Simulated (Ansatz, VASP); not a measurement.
Au: VASP beside Ansatz

```
CELL_PARAMETERS angstrom
2.88773 0.00000 0.00000
0.00000 2.88773 0.00000
0.00000 0.00000 18.08387
ATOMIC_POSITIONS crystal
Au 0.50000 0.50000 0.38709
Au 0.00000 0.00000 0.49859
Au 0.50000 0.50000 0.61010
```

Alike in both runs: functional PBEsol; k mesh 10 × 10 × 1; occupations gaussian, width 0.1 eV; no spin polarisation.

Ansatz relaxed the structure, and its values are those at the end. VASP's run is a single point on that final structure, the one shown.

|  | VASP | Ansatz |
| --- | --- | --- |
| version | VASP 6.6.1 | Ansatz 0.2.0 |
| potentials or method | VASP PAW PBE potentials, release 64 (Au) | scalar-relativistic, plane waves, PAW |
| plane-wave cutoff (eV) | 520 | 420 |
| valence electrons in the cell | 33 | 57 |

Ansatz gave:

| Property | Result |
| --- | --- |
| gap on the k mesh at the Fermi level (eV) | none |
| rms of the force components (eV/Å) | 0.000 |

Task: Which values does VASP return?

Result: gap on the k mesh at the Fermi level (eV): none; rms of the force components (eV/Å): 0.004.

A gap of «none» marks a metal or a gap that the smearing closes. With one functional, cell and mesh, what is left measures potentials, basis and numerics. The two sets of potentials don't hold the same shells in valence.

Caveats: the PAW data sets were made with another functional, which shifts forces and pressure a little (VASP). Spin-orbit coupling is left out, which matters for the levels of Au.
